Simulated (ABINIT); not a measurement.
**A GW chain in ABINIT: AgBr (Bromargyrite)**

Wanted: ground state, empty states, screening and self-energy for AgBr (Bromargyrite).

Method: PBE and many-body steps on it, plane waves, in ABINIT 10.8.3.

**1. Set-up**

The structure is cubic, space group Fm-3m (No. 225). Conventional cell: a = 5.774 Å, b = 5.774 Å, c = 5.774 Å, α = 90.00°, β = 90.00°, γ = 90.00°. Nearest to Ag lie 6 Br at 2.89 Å. Nearest to Br lie 6 Ag at 2.89 Å. Farther neighbours and most contacts between anions are not listed.

Structure file:

```cif
data_structure
_symmetry_space_group_name_H-M 'Fm-3m'
_symmetry_Int_Tables_number 225
_cell_length_a 5.7745
_cell_length_b 5.7745
_cell_length_c 5.7745
_cell_angle_alpha 90.000
_cell_angle_beta 90.000
_cell_angle_gamma 90.000
_cell_volume 192.55
loop_
_atom_site_label
_atom_site_type_symbol
_atom_site_symmetry_multiplicity
_atom_site_Wyckoff_symbol
_atom_site_fract_x
_atom_site_fract_y
_atom_site_fract_z
_atom_site_occupancy
Ag1 Ag 4 a 0.00000 0.00000 0.00000 1
Br1 Br 4 b 0.50000 0.00000 0.00000 1
```

The cell and positions come from the Crystallography Open Database and are kept as given unless a step says otherwise.

**2. Ground state**

This step: ABINIT 10.8.3; DFT, PBE, plane waves, norm-conserving pseudopotentials.

The ground-state density comes first.

run.abi

```
acell 3*1.0 Angstrom
rprim 
  0.000000000000 2.887250000000 2.887250000000
  2.887250000000 0.000000000000 2.887250000000
  2.887250000000 2.887250000000 0.000000000000
ntypat 2
znucl 47 35
natom 2
typat 1 2
xred 
  0.000000000000 0.000000000000 0.000000000000
  0.500000000000 0.500000000000 0.500000000000
pp_dirpath "pseudos"
pseudos "Ag.upf, Br.upf"
ecut 37
ngkpt 6 6 6
nshiftk 1
shiftk 0 0 0
kptopt 1
chksymbreak 0
nband 18
occopt 1
tolvrs 1e-10
nstep 60
prtwf 0
optforces 0
optstress 0
indata_prefix "in"
outdata_prefix "out"
tmpdata_prefix "tmp"
```

Launch:

```
$ OMP_NUM_THREADS=1 mpirun -n 8 abinit run.abi > log
```

Numbers of over 12 decimals in the logs are rounded to 6 here.

Log:

```text
.Version 10.8.3 of ABINIT. v10.8.2 released Aug 2026.

 Symmetries : space group Fm -3 m (#225); Bravais cF (face-center cubic)
================================================================================
 Values of the parameters that define the memory need of the present run
     intxc =       0    ionmov =       0      iscf =       7    lmnmax =       6
     lnmax =       6     mgfft =      45  mpssoang =       3    mqgrid =    3001
     natom =       2  nloc_mem =       1    nspden =       1   nspinor =       1
    nsppol =       1      nsym =      48    n1xccc =    2501    ntypat =       2
    occopt =       1   xclevel =       2
-    mband =          18        mffmem =           1         mkmem =           2
       mpw =        3515          nfft =       91125          nkpt =          16
================================================================================
  Rough estimation (10% accuracy) of disk space for files :
================================================================================

--------------------------------------------------------------------------------
------------- Echo of variables that govern the present computation ------------
--------------------------------------------------------------------------------
 -outvars: echo values of preprocessed input variables --------
            acell      1.8897261259E+00  1.8897261259E+00  1.8897261259E+00 Bohr

      chksymbreak           0
             ecut      3.70000000E+01 Hartree
-          fftalg         312

              ixc     -101130
              kpt      0.00000000E+00  0.00000000E+00  0.00000000E+00
                       1.66666667E-01  0.00000000E+00  0.00000000E+00
                       3.33333333E-01  0.00000000E+00  0.00000000E+00
                       5.00000000E-01  0.00000000E+00  0.00000000E+00
                       1.66666667E-01  1.66666667E-01  0.00000000E+00
                       3.33333333E-01  1.66666667E-01  0.00000000E+00
                       5.00000000E-01  1.66666667E-01  0.00000000E+00
                      -3.33333333E-01  1.66666667E-01  0.00000000E+00
                      -1.66666667E-01  1.66666667E-01  0.00000000E+00
   [... 5 further rows ...]
                      -3.33333333E-01  3.33333333E-01  1.66666667E-01
                      -3.33333333E-01  5.00000000E-01  1.66666667E-01
         kptrlatt        6    0    0      0    6    0      0    0    6
          kptrlen      4.62966435E+01
P           mkmem           2
            natom           2
            nband          18
            ngfft          45      45      45
             nkpt          16
            nstep          60
             nsym          48
           ntypat           2
              occ      2.000000  2.000000  2.000000  2.000000  2.000000  2.000000
                       2.000000  2.000000  2.000000  2.000000  2.000000  2.000000
                       2.000000  0.000000  0.000000  0.000000  0.000000  0.000000
        optforces           0
        optstress           0
            prtwf           0
            rprim      0.0000000000E+00  2.8872500000E+00  2.8872500000E+00
[...]
spgroup         225

           tolvrs      1.00000000E-10

             xred      0.0000000000E+00  0.0000000000E+00  0.0000000000E+00
[...]
znucl       47.00000   35.00000

================================================================================

 chkinp: Checking input parameters for consistency.

================================================================================
== DATASET  1 ==================================================================
-   mpi_nproc: 8, omp_nthreads: 1 (-1 if OMP is not activated)

--- !DatasetInfo
iteration_state: {dtset: 1, }
dimensions: {natom: 2, nkpt: 16, mband: 18, nsppol: 1, nspinor: 1, nspden: 1, mpw: 3515, }
cutoff_energies: {ecut:  37.0, pawecutdg:  -1.0, }
electrons: {nelect:   2.60000000E+01, charge:   0.00000000E+00, occopt:   1.00000000E+00, tsmear:   1.00000000E-02, }

 Real(R)+Recip(G) space primitive vectors, cartesian coordinates (Bohr,Bohr^-1):
 R(1)=  0.0000000  5.4561118  5.4561118  G(1)= -0.0916404  0.0916404  0.0916404
 R(2)=  5.4561118  0.0000000  5.4561118  G(2)=  0.0916404 -0.0916404  0.0916404
 R(3)=  5.4561118  5.4561118  0.0000000  G(3)=  0.0916404  0.0916404 -0.0916404
 Unit cell volume ucvol=  3.2484768E+02 bohr^3
 Angles (23,13,12)=  6.00000000E+01  6.00000000E+01  6.00000000E+01 degrees

 getcut: wavevector=  0.0000  0.0000  0.0000  ngfft=  45  45  45
         ecut(hartree)=     37.000   => boxcut(ratio)=   2.08252

--- Pseudopotential description ------------------------------------------------
- Ag Generated using ONCVPSP code by D. R. Hamann
- 47.00000  19.00000  171031                  znucl, zion, pspdat
12 -101130 2 -1 1538                          pspcod,pspxc,lmax,lloc,mmax
     nproj     2     2     2
  pspatm : epsatm=   27.55768671
         --- l  ekb(1:nproj) -->
[...]
pspatm: atomic psp has been read  and splines computed

- Br Generated using ONCVPSP code by D. R. Hamann
- 35.00000   7.00000  171031                  znucl, zion, pspdat
12 -101130 2 -1 1098                          pspcod,pspxc,lmax,lloc,mmax
     nproj     2     2     2
  pspatm : epsatm=   11.64859065
         --- l  ekb(1:nproj) -->
[...]
2    2.589748    0.385882
 pspatm: atomic psp has been read  and splines computed

   1.01936321E+03                                ecore*ucvol(ha*bohr**3)
--------------------------------------------------------------------------------

_setup2: Arith. and geom. avg. npw (full set) are    3492.727    3492.710

================================================================================

--- !BeginCycle
iteration_state: {dtset: 1, }
solver: {iscf: 7, nstep: 60, nline: 4, wfoptalg: 0, }
tolerances: {tolvrs: 1.00E-10, }

     iter   Etot(hartree)      deltaE(h)  residm     vres2
 ETOT  1  -170.55367081920    -1.706E+02 2.277E-01 8.928E+01
 ETOT  2  -170.77179972359    -2.181E-01 5.234E-02 2.577E+01
 ETOT  3  -170.77456752245    -2.768E-03 9.878E-03 8.805E-01
 ETOT  4  -170.77474853044    -1.810E-04 2.697E-04 1.035E-01
 ETOT  5  -170.77475412196    -5.592E-06 2.135E-04 3.543E-03
 ETOT  6  -170.77475429011    -1.681E-07 1.401E-04 5.676E-04
 ETOT  7  -170.77475433908    -4.897E-08 1.123E-04 8.952E-07
 ETOT  8  -170.77475433915    -7.617E-11 6.452E-05 1.690E-08
 ETOT  9  -170.77475433914     1.262E-11 5.126E-05 9.343E-11

 At SCF step    9       vres2   =  9.34E-11 < tolvrs=  1.00E-10 =>converged.

--- !ResultsGS
iteration_state: {dtset: 1, }
comment   : Summary of ground state results
lattice_vectors:
- [  0.0000000,   5.4561118,   5.4561118, ]
- [  5.4561118,   0.0000000,   5.4561118, ]
- [  5.4561118,   5.4561118,   0.0000000, ]
lattice_lengths: [   7.71611,    7.71611,    7.71611, ]
lattice_angles: [ 60.000,  60.000,  60.000, ] # degrees, (23, 13, 12)
lattice_volume:   3.2484768E+02
convergence: {deltae:  1.262E-11, res2:  9.343E-11, residm:  5.126E-05, diffor:  0.000E+00, }
etotal    :  -1.70774754E+02
entropy   :   0.00000000E+00
fermie    :   1.71325998E-01
cartesian_stress_tensor: null
pressure_GPa: null
xred      :
- [  0.0000E+00,   0.0000E+00,   0.0000E+00, Ag]
- [  5.0000E-01,   5.0000E-01,   5.0000E-01, Br]
cartesian_forces: null
force_length_stats: {min: null, max: null, mean: null, }

 Integrated electronic density in atomic spheres:
 ------------------------------------------------
 Atom  Sphere_radius  Integrated_density
    1        2.00000         16.40320830
    2        2.00000          4.19234767
================================================================================

 ----iterations are completed or convergence reached----

 Mean square residual over all n,k,spin=   17.826E-08; max=  51.263E-06
 reduced coordinates (array xred) for    2 atoms
       0.000000000000      0.000000000000      0.000000000000
       0.500000000000      0.500000000000      0.500000000000
 rms dE/dt=  0.0000E+00; max dE/dt=  0.0000E+00; dE/dt below (all hartree)
    1       0.000000000000      0.000000000000      0.000000000000
    2       0.000000000000      0.000000000000      0.000000000000

 cartesian coordinates (angstrom) at end:
    1      0.000000     0.000000     0.000000
    2      2.887250     2.887250     2.887250
 length scales=  1.889726125908  1.889726125908  1.889726125908 bohr
              =  1.000000000000  1.000000000000  1.000000000000 angstroms
 prteigrs : about to open file out_EIG
 Fermi (or HOMO) energy (hartree) =   0.17133   Average Vxc (hartree)=  -0.36970
 Eigenvalues (hartree) for nkpt=  16  k points:
 kpt#   1, nband= 18, wtk=  0.00463, kpt=  0.0000  0.0000  0.0000 (reduced coord)
  -3.13926   -1.79869   -1.79869   -1.79869   -0.37877    0.07132    0.07132    0.07132
   0.07133    0.07133    0.10269    0.10269    0.10269    0.19618    0.53633    0.53633
   0.53633    0.58355
 prteigrs : prtvol=0 or 1, do not print more k-points.

--- !EnergyTerms
iteration_state     : {dtset: 1, }
comment             : Components of total free energy in Hartree
kinetic             :  5.76890731150913E+01
hartree             :  5.25853306808621E+01
xc                  : -2.83645811271827E+01
Ewald energy        : -9.94143125350049E+01
psp_core            :  3.13797289705744E+00
local_psp           : -1.56571385305270E+02
non_local_psp       :  1.63147935305957E-01
total_energy        : -1.70774754339141E+02
total_energy_eV     : -4.64701780138489E+03
band_energy         : -1.66197525756750E+01

== END DATASET(S) ==============================================================
================================================================================

 -outvars: echo values of variables after computation  --------
           etotal     -1.7077475434E+02
            nband          18
             nkpt          16
          spgroup         225
 [... the other variables as echoed above ...]

 Calculation completed.
```

It took 6.7 s on 8 MPI ranks of Arm Neoverse V2, shared host; peak memory 0.61 GiB; 53 s of CPU time.

Numbers from this step:

```yaml
total_energy: -4647.0178 eV
gap: 0.6762 eV
k_of_the_valence_top: 0.5, 0, 0
k_of_the_conduction_bottom: 0, 0, 0
least_direct_gap: 2.544 eV
```

The gap is indirect, with the least direct gap 1.87 eV higher.

(Part 1 of 3 ends here.)

[Paths, hosts, dates, memory and timing lines, banners, echoed tables and standing remarks are left out of the program output.]

[Logs are printed without paths, hosts, clocks, repeated set-up lines and the standing remarks that a program may print on its own settings, such as how far it seeks lower states.]

[Runs of the session that timed out or met a known fault of the program may be left out.]

[Hosts, paths, dates, database ids (printed as entryN), source tags and the programs' standing remarks are cut or masked in the printed files.]

[G0W0 gaps are taken among the corrected bands and points alone; a level outside them can change the order at an edge.]

[Where Ansatz stands beside ABINIT at settings called matched, ABINIT's density can come from a denser mesh and the files from another edition; pairs whose starting gaps differed by over 0.03 eV were left out, so agreement reads better than it is.]
